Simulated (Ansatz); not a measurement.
# Li: the cost of one run

All numbers below are computed with Ansatz 0.2.0 (DFT LDA, plane waves, PAW, scalar-relativistic, no spin polarisation).

## 1. The system as given

The cell holds 17 atoms (Li17): a = 6.980 Å, b = 6.045 Å, c = 20.403 Å, α = 90.00°, β = 90.00°, γ = 54.74°.

As a file:

```cif
data_structure
_symmetry_space_group_name_H-M 'P 1'
_symmetry_Int_Tables_number 1
_cell_length_a 6.9800
_cell_length_b 6.0449
_cell_length_c 20.4034
_cell_angle_alpha 90.000
_cell_angle_beta 90.000
_cell_angle_gamma 54.736
_cell_volume 702.91
loop_
_atom_site_label
_atom_site_type_symbol
_atom_site_fract_x
_atom_site_fract_y
_atom_site_fract_z
_atom_site_occupancy
Li1 Li 0.75000 0.50000 0.04901 1
Li2 Li 0.25000 0.50000 0.04901 1
Li3 Li 0.75000 0.00000 0.04901 1
Li4 Li 0.25000 0.00000 0.04901 1
Li5 Li 0.00000 0.00000 0.16996 1
Li6 Li 0.50000 0.00000 0.16996 1
Li7 Li 0.00000 0.50000 0.16996 1
Li8 Li 0.50000 0.50000 0.16996 1
Li9 Li 0.75000 0.50000 0.29091 1
Li10 Li 0.25000 0.50000 0.29091 1
Li11 Li 0.75000 0.00000 0.29091 1
Li12 Li 0.25000 0.00000 0.29091 1
Li13 Li 0.00000 0.00000 0.41186 1
Li14 Li 0.50000 0.00000 0.41186 1
Li15 Li 0.00000 0.50000 0.41186 1
Li16 Li 0.50000 0.50000 0.41186 1
Li17 Li 0.18712 0.14400 0.50695 1
```

## 2. End point A

input.yaml reads:

```yaml
crystal:
  lattice:
    - [6.98, 0.0, 0.0]
    - [3.49, 4.935605, 0.0]
    - [0.0, 0.0, 20.403408]
  atoms:
    - { symbol: Li, position: [-0.25, 0.5, 0.0490114] }
    - { symbol: Li, position: [0.25, 0.5, 0.0490114] }
    - { symbol: Li, position: [-0.25, 1.0, 0.0490114] }
    - { symbol: Li, position: [0.25, 1.0, 0.0490114] }
    - { symbol: Li, position: [0.0, 0.0, 0.1699619] }
    - { symbol: Li, position: [0.5, 0.0, 0.1699619] }
    - { symbol: Li, position: [0.0, 0.5, 0.1699619] }
    - { symbol: Li, position: [0.5, 0.5, 0.1699619] }
    - { symbol: Li, position: [-0.25, 0.5, 0.2909124] }
    - { symbol: Li, position: [0.25, 0.5, 0.2909124] }
    - { symbol: Li, position: [-0.25, 1.0, 0.2909124] }
    - { symbol: Li, position: [0.25, 1.0, 0.2909124] }
    - { symbol: Li, position: [0.0, 0.0, 0.411863] }
    - { symbol: Li, position: [0.5, 0.0, 0.411863] }
    - { symbol: Li, position: [0.0, 0.5, 0.411863] }
    - { symbol: Li, position: [0.5, 0.5, 0.411863] }
    - { symbol: Li, position: [0.1871197, 0.1440024, 0.5069451] }
basis:
  ecutwfc: 420.0
kpoints:
  mp_grid: { grid: [4, 4, 1] }
hamiltonian:
  xc: lda
scf:
  occupations: { method: gaussian, width: 0.05 }
  lower_state_search: "off"
relax:
  f_tol: 0.03
  max_steps: 60
  adjacent_minimum: "off"
  constraints: [{ sites: [0, 1, 2, 3] }]
```

On the command line:

```sh
> ansatz run input.yaml --threads 2 --pin off --max-ram 5120MiB --backend cpu --events-out ev --progress --plain --runs-dir out
```

**Question.** How long does this run take on 2 threads of INTEL XEON PLATINUM 8581C at 2.30GHz (Emerald Rapids), shared host, and how much memory does it need?

About 43 s, with a peak of 0.84 GiB.
